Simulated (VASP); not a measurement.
# GaSb (F-43m) in VASP: a series of runs

The runs below take GaSb through band structure, optical spectrum, with PBE.

Everything below comes from runs of VASP 6.6.1. Logs are shortened: lines on timing, memory, paths and dates and some standing lists are left out, and cuts for length are marked.

**Measured values to compare with.**

A printed reference work, data compilation reports, for a bulk crystal of GaSb at 4.2 K: band gap 0.811 eV (direct).

The runs below are set against these values where they give the same quantity.

## 1. The structure

The structure is cubic, space group F-43m (No. 216). The conventional cell has a = 6.118 Å, b = 6.118 Å, c = 6.118 Å, α = 90.00°, β = 90.00°, γ = 90.00°. Ga (site symmetry -43m) is surrounded by 4 Sb at 2.65 Å. Sb (site symmetry -43m) has 4 Ga at 2.65 Å as nearest neighbours.

## 2. Band structure, PBE

INCAR

```
SYSTEM = GaSb
PREC = Accurate
ENCUT = 520
EDIFF = 1E-7
ISMEAR = 0
SIGMA = 0.02
LREAL = .False.
LASPH = .True.
NELM = 100
ALGO = Fast
ISIF = 2
LWAVE = .False.
LCHARG = .False.
GGA = PE
```

KPOINTS

```
regular mesh
0
Gamma
  10 10 10
  0 0 0
```

POSCAR

```
GaSb
1.0
    0.0000000000      3.0590000000      3.0590000000
    3.0590000000      0.0000000000      3.0590000000
    3.0590000000      3.0590000000      0.0000000000
Ga Sb
1 1
Direct
    0.0000000000      0.0000000000      0.0000000000
    0.2500000000      0.2500000000      0.2500000000
```

KPOINTS_OPT

```
path GXWKGLUWLK,UX
20
line-mode
reciprocal
 0.0000000000  0.0000000000  0.0000000000  G
 0.5000000000  0.0000000000  0.5000000000  X

 0.5000000000  0.0000000000  0.5000000000  X
 0.5000000000  0.2500000000  0.7500000000  W

 0.5000000000  0.2500000000  0.7500000000  W
 0.3750000000  0.3750000000  0.7500000000  K

 0.3750000000  0.3750000000  0.7500000000  K
 0.0000000000  0.0000000000  0.0000000000  G

 0.0000000000  0.0000000000  0.0000000000  G
 0.5000000000  0.5000000000  0.5000000000  L

 0.5000000000  0.5000000000  0.5000000000  L
 0.6250000000  0.2500000000  0.6250000000  U

 0.6250000000  0.2500000000  0.6250000000  U
 0.5000000000  0.2500000000  0.7500000000  W

 0.5000000000  0.2500000000  0.7500000000  W
 0.5000000000  0.5000000000  0.5000000000  L

 0.5000000000  0.5000000000  0.5000000000  L
 0.3750000000  0.3750000000  0.7500000000  K

 0.6250000000  0.2500000000  0.6250000000  U
 0.5000000000  0.0000000000  0.5000000000  X
```

Potentials or basis: VASP PAW PBE potentials, release 64 (Ga_d, Sb).

Launch:

```bash
cat potpaw_PBE.64/Ga_d/POTCAR potpaw_PBE.64/Sb/POTCAR > POTCAR
mpirun -np 1 vasp_std > vasp.out
```

OUTCAR:

```text
SYSTEM = GaSb
   PREC = Accurate
   ENCUT = 520
   EDIFF = 1E-7
   ISMEAR = 0
   LREAL = .False.
   LASPH = .True.
   NELM = 100
   ISIF = 2
   GGA = PE

 ion  position               nearest neighbor table
   1  0.000  0.000  0.000-   2 2.65   2 2.65   2 2.65   2 2.65
   2  0.250  0.250  0.250-   1 2.65   1 2.65   1 2.65   1 2.65

  LATTYP: Found a face centered cubic cell.
 ALAT       =     6.1180000000

  Lattice vectors:

 A1 = (   0.0000000000,   3.0590000000,   3.0590000000)
 A2 = (   3.0590000000,   0.0000000000,   3.0590000000)
 A3 = (   3.0590000000,   3.0590000000,   0.0000000000)

Analysis of symmetry for initial positions (statically):
=====================================================================
 Subroutine PRICEL returns:
 Original cell was already a primitive cell.

 Routine SETGRP: Setting up the symmetry group for a
 face centered cubic supercell.

 Subroutine GETGRP returns: Found 24 space group operations
 (whereof 24 operations were pure point group operations)
 out of a pool of 48 trial point group operations.

The static configuration has the point symmetry T_d .

Analysis of symmetry for dynamics (positions and initial velocities):
=====================================================================
 Subroutine PRICEL returns:
 Original cell was already a primitive cell.

 Routine SETGRP: Setting up the symmetry group for a
 face centered cubic supercell.

 Subroutine GETGRP returns: Found 24 space group operations
 (whereof 24 operations were pure point group operations)
 out of a pool of 48 trial point group operations.

The dynamic configuration has the point symmetry T_d .

 Subroutine INISYM returns: Found 24 space group operations
 (whereof 24 operations are pure point group operations),
 and found     1 'primitive' translations

----------------------------------------------------------------------------------------

                                     Primitive cell

  volume of cell :      57.2491

  direct lattice vectors                    reciprocal lattice vectors
     0.000000000  3.059000000  3.059000000    -0.163452109  0.163452109  0.163452109
     3.059000000  0.000000000  3.059000000     0.163452109 -0.163452109  0.163452109
     3.059000000  3.059000000  0.000000000     0.163452109  0.163452109 -0.163452109

  length of vectors
     4.326079287  4.326079287  4.326079287     0.283107357  0.283107357  0.283107357

  position of ions in fractional coordinates (direct lattice)
     0.000000000  0.000000000  0.000000000
     0.250000000  0.250000000  0.250000000
[... 89 lines left out ...]
   NUPDOWN=      -1.0000    fix difference up-down
   EMIN   =  10.00;   EMAX   =-10.00  energy-range for DOS
   EFERMI =   0.00;   METHOD = LEGACY
   ISMEAR =     0;   SIGMA  =   0.02  broadening in eV -4-tet -1-fermi 0-gaus
   EFERMI_NEDOS =   21; number of points for ismear=-14 and -15
   IALGO  =     68    algorithm
   IMIX   =      4    mixing-type and parameters
     AMIX     =   0.40;   BMIX     =  1.00
     AMIX_MAG =   1.60;   BMIX_MAG =  1.00
  volume/ion in A,a.u.               =      28.62       193.17
  Fermi-wavevector in a.u.,A,eV,Ry     =   1.113208  2.103657 16.860766  1.239231
  Thomas-Fermi vector in A             =   2.249790
   LORBIT       =      0    0 simple, 1 ext, 2 COOP (PROOUT), +10 PAW based schemes
   GGA     = PE    functional components
   LHFCALC =     F    Hartree Fock is set to
   AEXX    =    0.0000 exact exchange contribution
   IVDW    =     0    specifies the selected vdW correction
   LEPSILON=     F    determine dielectric tensor
   LRPA    =     F    only Hartree local field effects (RPA)
 non-spin polarized calculation
 RMM-DIIS sequential band-by-band and
 Gauss-broadening in eV      SIGMA  =   0.02
  energy-cutoff  :      520.00
  volume of cell :       57.25
 maximum number of plane-waves:      1572
   NGX = 17   NGY = 17   NGZ = 17

 number of electron      17.9999986 magnetization

 Free energy of the ion-electron system (eV)
  ---------------------------------------------------
  ext. energy  EPLUGINS =         0.00000000
  ---------------------------------------------------
  free energy    TOTEN  =        -7.35120138 eV

  energy without entropy =       -7.35118489  energy(sigma->0) =       -7.35119314

 E-fermi :   4.8922     XC(G=0):  -9.0893

 val. band max:        4.8695876257   @ k =   0.0000   0.0000   0.0000
 cond. band min:       4.9059173670   @ k =   0.0000   0.0000   0.0000
 fundamental gap:      0.0363297413
 Fermi energy:         4.8921686429

 k-point     1 :       0.0000    0.0000    0.0000
  band No.  band energies     occupation
      1     -10.1646      2.00000
      2     -10.1646      2.00000
      3     -10.1646      2.00000
      4     -10.1149      2.00000
      5     -10.1149      2.00000
      6      -6.6067      2.00000
      7       4.8696      1.88970
      8       4.8696      1.88967
      9       4.8696      1.88967
     10       4.9059      0.33096
     11       7.6459      0.00000
     12       7.6459      0.00000
     13       7.6459      0.00000
[... 354 lines left out ...]
  band No.  band energies     occupation
      1     -10.2004      2.00000
      2     -10.1461      2.00000
      3     -10.1456      2.00000
      4     -10.1232      2.00000
      5     -10.1119      2.00000
      6      -4.9987      2.00000
      7      -0.7168      2.00000
      8       2.3755      2.00000
      9       2.6879      2.00000
     10       6.1103      0.00000
     11       7.1660      0.00000
     12      11.0595      0.00000
     13      11.5667      0.00000

 [... further k-points ...]

------------------------ aborting loop because EDIFF is reached ----------------------------------------

  FORCE on cell =-STRESS in cart. coord.  units (eV):
  Direction    XX          YY          ZZ          XY          YZ          ZX
  --------------------------------------------------------------------------------------
  -------------------------------------------------------------------------------------
  Total        0.8513493      0.8513493      0.8513493      0.0000000      0.0000000      0.0000000
  in kB       23.8259351     23.8259351     23.8259351      0.0000000      0.0000000      0.0000000
  external PRESSURE =      23.8259351 kB  Pullay stress =       0.0000000 kB

 VOLUME and BASIS-vectors are now :
 -----------------------------------------------------------------------------
  energy-cutoff  :      520.00
  volume of cell :       57.25
      direct lattice vectors                 reciprocal lattice vectors
     0.000000000  3.059000000  3.059000000    -0.163452109  0.163452109  0.163452109
     3.059000000  0.000000000  3.059000000     0.163452109 -0.163452109  0.163452109
     3.059000000  3.059000000  0.000000000     0.163452109  0.163452109 -0.163452109

 POSITION                                       TOTAL-FORCE (eV/Angst)
 -----------------------------------------------------------------------------------
      0.00000      0.00000      0.00000         0.000000      0.000000      0.000000
      1.52950      1.52950      1.52950        -0.000000     -0.000000     -0.000000
 -----------------------------------------------------------------------------------
    total drift:                                0.000002      0.000002      0.000002

  FREE ENERGIE OF THE ION-ELECTRON SYSTEM (eV)
  ---------------------------------------------------
  free  energy   TOTEN  =        -7.3512013845 eV

  energy  without entropy=       -7.3511848894  energy(sigma->0) =       -7.35119314
```

OSZICAR:

```text
N       E                     dE             d eps       ncg     rms          rms(c)
DAV:   1     0.789585870793E+02    0.78959E+02   -0.88407E+03  1238   0.171E+03
DAV:   2    -0.143003006587E+01   -0.80389E+02   -0.78042E+02  1342   0.317E+02
DAV:   3    -0.730062602324E+01   -0.58706E+01   -0.58324E+01  1527   0.740E+01
[... 53 lines left out ...]
       N       E                     dE             ncg
DAV:   1     0.190882517523E+05   -0.73641E+04      312
DAV:   2     0.181483331752E+05   -0.93992E+03      327
DAV:   3     0.180873000499E+05   -0.61033E+02      392
DAV:   4     0.180863229334E+05   -0.97712E+00      402
DAV:   5     0.180862934154E+05   -0.29518E-01      408
DAV:   6     0.180862912981E+05   -0.21173E-02      482
DAV:   7     0.180862912908E+05   -0.72514E-05      398
DAV:   8     0.180862912907E+05   -0.10034E-06      335
DAV:   9     0.180862912907E+05   -0.20635E-07      306
```

stdout:

```text
POSCAR found type information on POSCAR GaSb
 POSCAR found :  2 types and       2 ions
 scaLAPACK will be used
 LDA part: xc-table for (Slater+PW92), standard interpolation
 POSCAR, INCAR and KPOINTS ok, starting setup
 FFT: planning ... GRIDC
 FFT: planning ... GRID_SOFT
 FFT: planning ... GRID
 WAVECAR not read
 entering main loop
 Start KPOINTS_OPT (optional k-point list driver)
k-point batch [1-47\200]
k-point batch [48-94\200]
k-point batch [95-141\200]
k-point batch [142-188\200]
k-point batch [189-200\200]
```

It took 76 s on 1 thread of Intel Xeon Platinum 8488C (Sapphire Rapids), shared host; peak memory 0.22 GiB.

Results:

```
Free energy             : -7.3512 eV
Pressure                : 2.4 GPa
Band gap on the k mesh  : 0.04 eV, direct
Band gap along the path : 0.04 eV, direct
```

Levels at the corners of the path, in eV from the valence-band top:
| point | band 5 | band 6 | band 7 | band 8 | band 9 | band 10 | band 11 | band 12 | band 13 |
| --- | --- | --- | --- | --- | --- | --- | --- | --- | --- |
| Γ | -14.98 | -11.48 | 0.00 | 0.00 | 0.00 | 0.04 | 2.78 | 2.78 | 2.78 |
| X | -14.98 | -9.02 | -6.81 | -2.57 | -2.57 | 0.91 | 1.25 | 8.68 | 8.68 |
| X | -14.98 | -9.02 | -6.81 | -2.57 | -2.57 | 0.91 | 1.25 | 8.68 | 8.68 |
| W | -14.98 | -8.98 | -6.68 | -3.35 | -3.13 | 3.68 | 4.32 | 4.41 | 4.74 |
| W | -14.98 | -8.98 | -6.68 | -3.35 | -3.13 | 3.68 | 4.32 | 4.41 | 4.74 |
| K | -14.98 | -9.09 | -6.63 | -3.61 | -2.19 | 1.41 | 3.88 | 6.60 | 6.80 |
| K | -14.98 | -9.09 | -6.63 | -3.61 | -2.19 | 1.41 | 3.88 | 6.60 | 6.80 |
| Γ | -14.98 | -11.48 | 0.00 | 0.00 | 0.00 | 0.04 | 2.78 | 2.78 | 2.78 |
| Γ | -14.98 | -11.48 | 0.00 | 0.00 | 0.00 | 0.04 | 2.78 | 2.78 | 2.78 |
| L | -14.98 | -9.85 | -6.37 | -1.15 | -1.15 | 0.40 | 3.75 | 3.75 | 6.47 |
| L | -14.98 | -9.85 | -6.37 | -1.15 | -1.15 | 0.40 | 3.75 | 3.75 | 6.47 |
| U | -14.98 | -9.09 | -6.63 | -3.61 | -2.19 | 1.41 | 3.88 | 6.60 | 6.80 |
| U | -14.98 | -9.09 | -6.63 | -3.61 | -2.19 | 1.41 | 3.88 | 6.60 | 6.80 |
| W | -14.98 | -8.98 | -6.68 | -3.35 | -3.13 | 3.68 | 4.32 | 4.41 | 4.74 |
| W | -14.98 | -8.98 | -6.68 | -3.35 | -3.13 | 3.68 | 4.32 | 4.41 | 4.74 |
| L | -14.98 | -9.85 | -6.37 | -1.15 | -1.15 | 0.40 | 3.75 | 3.75 | 6.47 |
| L | -14.98 | -9.85 | -6.37 | -1.15 | -1.15 | 0.40 | 3.75 | 3.75 | 6.47 |
| K | -14.98 | -9.09 | -6.63 | -3.61 | -2.19 | 1.41 | 3.88 | 6.60 | 6.80 |
| U | -14.98 | -9.09 | -6.63 | -3.61 | -2.19 | 1.41 | 3.88 | 6.60 | 6.80 |
| X | -14.98 | -9.02 | -6.81 | -2.57 | -2.57 | 0.91 | 1.25 | 8.68 | 8.68 |

Caveat: spin-orbit coupling is left out, which moves the levels of the heavy elements.

(Continued in part 2 of 2.)
